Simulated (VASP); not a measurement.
# Fe: relaxed cell and band gap, by functional

Fe, Im-3m (no. 229), 1 atom in the cell.

| Functional | Volume (Å³/atom) | Change from the starting volume (fraction) | Gap, path and mesh (eV) | Moment (μB/cell) | Time (s) |
|---|---|---|---|---|---|
| r2SCAN | 11.75 | -0.023 | 0.00 | 2.65 | 122 |
| sregTM v1 | 11.00 | -0.085 | 0.00 | 2.10 | 227 |
| LAK | 12.46 | 0.036 | 0.00 | 2.67 | 209 |
| MS-PBEl | 11.02 | -0.083 | 0.00 | 2.09 | 295 |
| MS-RPBEl | 11.08 | -0.078 | 0.00 | 2.10 | 264 |

Limits: Only a ferromagnetic start was run; another order may lie lower and have another gap.

## Input of the first row

INCAR.step1:
```
PREC = Accurate ; ENCUT = 600
EDIFF = 1E-5 ; ISMEAR = 1
SIGMA = 0.1 ; LREAL = False
LASPH = True ; GGA_COMPAT = False
ALGO = Normal ; NELM = 150
ISIF = 2 ; LWAVE = True
LCHARG = False ; ISPIN = 2
MAGMOM = 3 ; LORBIT = 11
LMAXMIX = 4 ; GGA = PE
KPAR = 2
```

INCAR.step2, as INCAR.step1 but for:
```
- EDIFF = 1E-5
- ISIF = 2
- LWAVE = True
- GGA = PE
+ EDIFF = 1E-7
+ ISIF = 3
+ LWAVE = False
+ METAGGA = R2SCAN
+ LMIXTAU = True
+ IBRION = 2
+ EDIFFG = -0.005
+ NSW = 60
+ ISTART = 1
```

INCAR.step3, as INCAR.step2 but for:
```
- NSW = 60
- ISTART = 1
+ NSW = 40
```

INCAR.step4, as INCAR.step3 but for:
```
- ISIF = 3
- IBRION = 2
- EDIFFG = -0.005
- NSW = 40
+ ISIF = 2
+ NBANDS = 14
```

KPOINTS:
```
k-points
0
Gamma
  13 13 13
```

KPOINTS_OPT:
```
path GHNGPH,PN
8
line-mode
reciprocal
 0.0000000000  0.0000000000  0.0000000000  G
 0.5000000000 -0.5000000000  0.5000000000  H

 0.5000000000 -0.5000000000  0.5000000000  H
 0.0000000000  0.0000000000  0.5000000000  N

 0.0000000000  0.0000000000  0.5000000000  N
 0.0000000000  0.0000000000  0.0000000000  G

 0.0000000000  0.0000000000  0.0000000000  G
 0.2500000000  0.2500000000  0.2500000000  P

 0.2500000000  0.2500000000  0.2500000000  P
 0.5000000000 -0.5000000000  0.5000000000  H

 0.2500000000  0.2500000000  0.2500000000  P
 0.0000000000  0.0000000000  0.5000000000  N
```

POSCAR.step1:
```
Fe
1.0
   -1.4430000000      1.4430000000      1.4430000000
    1.4430000000     -1.4430000000      1.4430000000
    1.4430000000      1.4430000000     -1.4430000000
Fe
1
Direct
    0.0000000000      0.0000000000      0.0000000000
```

Commands (each step's output is kept before the next begins):
```
cat potpaw_PBE.64/Fe/POTCAR > POTCAR
cp INCAR.step1 INCAR
cp POSCAR.step1 POSCAR
mpirun -np 2 vasp_std > vasp.out
cp INCAR.step2 INCAR
mpirun -np 2 vasp_std > vasp.out
cp CONTCAR POSCAR
rm WAVECAR CHG
cp INCAR.step3 INCAR
mpirun -np 2 vasp_std > vasp.out
cp CONTCAR POSCAR
rm WAVECAR CHG
cp INCAR.step4 INCAR
mpirun -np 2 vasp_std > vasp.out
```

Changes of the last row against the first:
```
- METAGGA = R2SCAN
+ METAGGA = MSRPBEL
```

VASP 6.6.1 took 122 s on 2 cores (Intel Xeon 6975P-C (Granite Rapids)), a shared host.
